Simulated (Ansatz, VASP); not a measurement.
**TiCo in VASP and in Ansatz**

File INCAR:

```
SYSTEM = TiCo
  PREC = Accurate
  ENCUT = 520
  EDIFF = 1E-6
  ISMEAR = 0
  SIGMA = 0.1
  LREAL = .FALSE.
  LASPH = .TRUE.
  NELM = 150
  ALGO = Fast
  ISIF = 2
  LWAVE = .FALSE.
  LCHARG = .FALSE.
  ISPIN = 2
  MAGMOM = 0 0.6
  LORBIT = 11
  LMAXMIX = 4
  GGA = RE
  NBANDS = 22
```

Contents of KPOINTS:

```
Automatic mesh
0
G
  6 6 6
  0 0 0
```

POSCAR

```
TiCo
1.0
    2.9861109900      0.0000000000      0.0000000000
    0.0000000000      2.9861109900      0.0000000000
    0.0000000000      0.0000000000      2.9861109900
Ti Co
1 1
Direct
    0.0000000000      0.0000000000      0.0000000000
    0.5000000000      0.5000000000      0.5000000000
```

Input for Ansatz:

```yaml
crystal:
  lattice:
    - [2.98611099, 0.0, 0.0]
    - [0.0, 2.98611099, 0.0]
    - [0.0, 0.0, 2.98611099]
  atoms:
    - { symbol: Ti, position: [0.0, 0.0, 0.0] }
    - { symbol: Co, position: [0.5, 0.5, 0.5], spin: 0.6 }
basis:
  ecutwfc: 420
kpoints:
  mp_grid: { grid: [6, 6, 6] }
hamiltonian:
  xc: revpbe
scf:
  occupations: { method: gaussian, width: 0.1 }
  lower_state_search: "off"
  n_extra_bands: 1
  max_iter: 300
output:
  forces: true
  stress: true
  eigenvalues: true
  populations: true
magnetization:
  spin_polarized: true
```

Alike in both runs: task single point; functional revPBE; k mesh 6 × 6 × 6; occupations gaussian, width 0.1 eV; collinear spin.

```csv
,VASP,Ansatz
version,VASP 6.6.1,Ansatz 0.2.0
potentials or method,"VASP PAW PBE potentials, release 64 (Ti_sv, Co)","scalar-relativistic, plane waves, PAW"
plane-wave cutoff (eV),520,420
valence electrons in the cell,21,29
```

```csv
,VASP,Ansatz,Ansatz less VASP
gap on the k mesh at the Fermi level (eV),none,none,-
pressure (GPa),0.9,1.4,+0.59
net moment per atom (μB),0.20,0.23,+0.026
size of the moment on the site where the two differ most (μB),0.56,0.62,+0.063
```

Site moments also hang on the region over which each program counts them. A gap of «none» marks a metal or a gap that the smearing closes. The functional is the same, so the differences come from potentials, cutoffs and numerics. The two sets of potentials don't hold the same shells in valence. Ansatz warned: «moment_headroom_below_auto».

Caveats: the PAW data sets were made with another functional, which shifts forces and pressure a little (VASP).
